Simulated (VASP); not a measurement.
Input of a VASP 6.6.1 run:

The input INCAR:

```
SYSTEM = GaP
PREC = Accurate
ENCUT = 520
EDIFF = 1E-6
ISMEAR = 0
SIGMA = 0.026000000000000002
LREAL = .FALSE.
LASPH = .TRUE.
NELM = 60
ALGO = Fast
ISIF = 2
LWAVE = .FALSE.
LCHARG = .FALSE.
GGA = PE
```

The input KPOINTS:

```
Automatic mesh
0
G
  8 8 8
  0 0 0
```

The input POSCAR:

```
GaP
1.0
    0.0000000000      2.7252500000      2.7252500000
    2.7252500000      0.0000000000      2.7252500000
    2.7252500000      2.7252500000      0.0000000000
Ga P
1 1
Direct
    0.0000000000      0.0000000000      0.0000000000
    0.7500000000      0.7500000000      0.7500000000
```

Potentials or basis: VASP PAW PBE potentials, release 64 (Ga_d, P).

The run is started by

```sh
$ cat potpaw_PBE.64/Ga_d/POTCAR potpaw_PBE.64/P/POTCAR > POTCAR
$ mpirun -np 1 vasp_std > vasp.out
```

Task: What does it give for the pressure?

Result: 2.4 GPa.

Task: Estimate the band gap on the k mesh.

Result: 1.64 eV, indirect (least direct gap 1.83 eV).

**The experiment to reproduce.**

From “Stacking defects in GaP nanowires: Electronic structure and optical properties”, 2018, arxiv:1810.01194, for a bulk crystal of GaP at 10 K: band gap 2.34 eV (indirect).

A measured gap of GaP is 2.34 eV (indirect; 10 K; quoted in “Stacking defects in GaP nanowires: Electronic structure and optical properties”, 2018, arxiv:1810.01194); the calculated 1.64 eV misses it by -0.70 eV. Spin-orbit coupling on Ga is left out. The value is that of PBE on a finite k mesh, which can miss the band edges, without temperature or zero-point motion. Semilocal functionals fall short of measured gaps as a rule.
